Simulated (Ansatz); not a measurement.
TiB2:

```
Ti B
1.0
     3.02920    0.00000    0.00000
    -1.51460    2.62336    0.00000
     0.00000    0.00000    3.22840
Ti B
1 2
Direct
  0.00000 0.00000 0.00000
  0.66667 0.33333 0.50000
  0.33333 0.66667 0.50000
```

Base run:

```yaml
Program: Ansatz 0.2.0
Functional: RPBE
Potentials_or_basis: Ansatz PAW
Cutoff: "420 eV (not typed: the program's choice for these potentials)"
k_mesh: 10 × 10 × 8
Occupations: fermi-dirac, width 0.05 eV
Spin: no spin polarisation
```

Its results: band gap on the k mesh none (metal or under the smearing width); pressure 4.9 GPa.

**Question.** The run is repeated on the same cell with these changes: functional from RPBE to PBE; occupations from fermi-dirac, width 0.05 eV to gaussian, width 0.011 eV. What comes out?

**Answer.** Band gap on the k mesh none (metal or under the smearing width); pressure 0.3 GPa.

Caveats: the PAW data sets come from PBE, with cores solved anew for the run's functional, which leaves a small shift of forces and pressure (some runs).
